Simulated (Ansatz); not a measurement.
The system is WC.

```
CELL_PARAMETERS angstrom
1.64035 -2.11804 0.00000
1.64035 2.11804 0.00000
0.00000 0.00000 4.30942
ATOMIC_POSITIONS crystal
W 0.50000 0.50000 0.50000
C 0.00000 0.00000 0.00000
```

The cell was built by a generator and needn't be a form met in nature.

Program: Ansatz 0.2.0. Alike in all runs: potentials or basis Ansatz PAW; cell as given.

**Question.** Order these runs on this cell by their pressure, lowest first.
A. level r2SCAN; spin SOC, no magnetisation; k mesh 7 × 7 × 5; cutoff (eV) 500; smearing fermi-dirac 0.05 eV; points for each segment of the path 14
B. level PBEsol; spin off; k mesh 10 × 10 × 6; cutoff (eV) 420; smearing fermi-dirac 0.05 eV; points for each segment of the path 14
C. level PBE; spin off; k mesh 10 × 10 × 6; cutoff (eV) 420; smearing gaussian 0.017 eV
D. level LDA; spin SOC, no magnetisation; k mesh 7 × 7 × 5; cutoff (eV) 420; smearing fermi-dirac 0.05 eV; points for each segment of the path 14

**Answer.** D (-39.5 GPa), B (-37.9 GPa), A (-34.0 GPa), C (-32.1 GPa).

Caveats: a pressure of tens of GPa on the cell as given is suspect, and the run, the potentials or the cell itself is likely at fault; the PAW data sets come from PBE, with cores solved anew for the run's functional, which leaves a small shift of forces and pressure (some runs).
